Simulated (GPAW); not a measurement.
CdTe:

```
Te Cd
1.0
     0.00000    3.20500    3.20500
     3.20500    0.00000    3.20500
     3.20500    3.20500    0.00000
Te Cd
1 1
Direct
  0.75000 0.75000 0.75000
  0.00000 0.00000 0.00000
```

Base run:

* Program: GPAW 26.7.0
* Functional: RPBE
* Potentials or basis: the program's PAW data sets (release 1.2.1) made for this functional
* Cutoff: 600 eV
* Basis: pw
* k mesh: 7 × 7 × 7
* Occupations: fermi-dirac, width 0.05 eV
* Spin: no spin polarisation

Its results: band gap on the k mesh 1.02 eV, direct; pressure 5.6 GPa.

**Question.** After a change of settings the same cell gave: band gap on the k mesh 0.71 eV, direct; pressure 5.6 GPa. Which change was it?
A. k mesh from 7 × 7 × 7 to 6 × 6 × 6; spin from no spin polarisation to spin-orbit coupling, no magnetisation
B. functional from RPBE to LDA; cutoff from 600 eV to 500 eV; k mesh from 7 × 7 × 7 to 6 × 6 × 6
C. functional from RPBE to LDA; band points from 100 to 60

**Answer.** A.

Caveats: spin-orbit coupling is left out, which moves the levels of the heavy elements (some runs); spin-orbit coupling was added after a scalar SCF, so levels and gaps hold it while energy, forces, pressure and moments don't (some runs); this program's spin-orbit splittings come out too wide for heavy elements (some runs).

Not every run made on this cell is shown here.
